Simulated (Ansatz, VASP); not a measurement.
NaCl: VASP beside Ansatz

POSCAR

```
NaCl
1.0
   -0.0749121057      2.7911276948      2.7911276948
    2.7911276948     -0.0749121057      2.7911276948
    2.7911276948      2.7911276948     -0.0749121057
Na Cl
1 1
Direct
    0.0000000000      0.0000000000      0.0000000000
    0.5000000000      0.5000000000      0.5000000000
```

Contents of INCAR.step1:

```
PREC = Accurate
ENCUT = 520
ISMEAR = 0
SIGMA = 0.01
LREAL = False
LASPH = True
NELM = 100
NBANDS = 14
GGA = PE
ALGO = Normal
EDIFF = 1E-4
LWAVE = True
LCHARG = False
```

File INCAR.step2:

```
PREC = Accurate
ENCUT = 520
EDIFF = 1E-6
ISMEAR = 0
SIGMA = 0.01
LREAL = False
LASPH = True
NELM = 100
ALGO = Normal
ISIF = 2
LWAVE = False
LCHARG = False
METAGGA = R2SCAN
LMIXTAU = True
NBANDS = 14
ISTART = 1
```

The input KPOINTS:

```
regular mesh
0
Gamma
  8 8 8
```

Input for Ansatz:

```yaml
crystal:
  lattice:
    - [-0.0749121057, 2.7911276948, 2.7911276948]
    - [2.7911276948, -0.0749121057, 2.7911276948]
    - [2.7911276948, 2.7911276948, -0.0749121057]
  atoms:
    - { symbol: Na, position: [0.0, 0.0, 0.0] }
    - { symbol: Cl, position: [0.5, 0.5, 0.5] }
kpoints:
  mp_grid: { grid: [8, 8, 8] }
  band_path:
    path:
      - [0.0, 0.0, 0.0]
      - [0.5, 0.0, 0.5]
      - [0.625, 0.25, 0.625]
      - [0.375, 0.375, 0.75]
      - [0.5, 0.5, 0.5]
      - [0.5, 0.25, 0.75]
    npoints: 1
hamiltonian:
  xc: r2scan
scf:
  occupations: { method: fixed }
  n_extra_bands: 4
output:
  forces: true
  stress: true
  eigenvalues: true
```

Change from the starting cell: epitaxial_111 strain +2.3%.

Alike in both runs: task single point; functional r2SCAN; k mesh 8 × 8 × 8; no spin polarisation.

|  | VASP | Ansatz |
| --- | --- | --- |
| version | VASP 6.6.1 | Ansatz 0.2.0 |
| potentials or method | VASP PAW PBE potentials, release 64 (Na_pv, Cl) | plane waves, PAW |
| plane-wave cutoff (eV) | 520 | 500 |
| occupations | gaussian, width 0.01 eV | fixed |
| valence electrons in the cell | 14 | 16 |

|  | VASP | Ansatz | Ansatz less VASP |
| --- | --- | --- | --- |
| gap on the k mesh at the Fermi level (eV) | 5.78 | 5.76 | -0.024 |
| pressure (GPa) | -0.9 | -0.7 | +0.22 |
| largest component of the traceless stress (GPa) | 0.36 | 0.34 | -0.028 |

The two sets of potentials don't hold the same shells in valence.

Caveats: the PAW data sets were made with another functional, which shifts forces and pressure a little (VASP). A k mesh can miss the band edges.
